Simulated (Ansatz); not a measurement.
# MnO: stress in a strained cell

MnO is deformed so: z strained by +4 % at fixed volume. What stress and forces result, by LAPW, PAW and all-electron datasets made for the crystal?

Computed with Ansatz 0.2.0 (DFT PBE, scalar-relativistic, unless a step's input says otherwise).

**1. Starting point**

The structure is cubic, space group Fm-3m (No. 225). The conventional cell has a = 4.439 Å, b = 4.439 Å, c = 4.439 Å, α = 90.00°, β = 90.00°, γ = 90.00°. Mn (site symmetry m-3m) has 6 O at 2.22 Å as nearest neighbours. Around O (site symmetry m-3m) lie 6 Mn at 2.22 Å.

Coordinates:

```
Mn O
1.0
     0.00000    2.21971    2.21971
     2.21971    0.00000    2.21971
     2.21971    2.21971    0.00000
Mn O
1 1
Cartesian
  0.0000 0.0000 0.0000
  2.2197 2.2197 2.2197
```

Atoms are numbered in the order of the input: Mn1, O2.

**2. After the deformation**

Space group Fm-3m before, I4/mmm after.

**3. LAPW, all electrons**

Input file input.yaml:

```yaml
crystal:
  lattice:
    - [0.0, 2.1766014517, 2.3084949212]
    - [2.1766014517, 0.0, 2.3084949212]
    - [2.1766014517, 2.1766014517, 0.0]
  atoms:
    - { symbol: Mn, position: [0.0, 0.0, 0.0], spin: 4.0 }
    - { symbol: O, position: [0.5, 0.5, 0.5] }
magnetization:
  spin_polarized: true
kpoints:
  mp_grid: { grid: [13, 13, 13] }
scf:
  occupations: { method: fermi_dirac, width: 0.05 }
hamiltonian:
  xc: pbe
  pseudopotentials: { kind: all_electron, lapw: { basis_error: 0.001 } }
output:
  forces: true
  stress: true
  eigenvalues: true
```

On the command line:

```console
ansatz run input.yaml --threads 1 --pin off --max-ram 3072MiB --backend cpu --events-out ev --progress --plain --runs-dir out
```

**4. Frozen-core PAW**

input.yaml, as its differences from that of step 3:

```diff
@@ -16,3 +16,3 @@
   xc: pbe
-  pseudopotentials: { kind: all_electron, lapw: { basis_error: 0.001 } }
+  pseudopotentials: { kind: paw }
 output:
@@ -21 +21,2 @@
   eigenvalues: true
+  efg: { contact_densities: true }
```

**5. Datasets made for this crystal**

input.yaml, as its differences from that of step 4:

```diff
@@ -16,3 +16,3 @@
   xc: pbe
-  pseudopotentials: { kind: paw }
+  pseudopotentials: { kind: all_electron, datasets: crystal }
 output:
```

(Steps that only read results are left out.)

Before running it: what results should come out? Wanted: pressure; largest shear or deviatoric stress.

**Answer**, as computed:

| quantity | value |
| --- | --- |
| pressure | LAPW 0.49, PAW 0.48, crystal datasets 0.49 GPa |
| largest shear or deviatoric stress (LAPW) | 0.35 GPa |

The largest part of the stress beyond the pressure is 0.35 GPa in size, in the zz component; the atoms are carried along and not relaxed. No run of the undeformed cell stands beside it, so the pressure holds what the given cell had before the change. PAW: stress within 0.01 GPa of LAPW. Crystal datasets: stress within 0.01 GPa of LAPW. Other magnetic orders may lie lower; this is the state that the run reached. With one magnetic atom in the cell only ferromagnetic order fits; the real order can differ. No U acts on the open 3d shell, so the metal found here may be the functional's error.
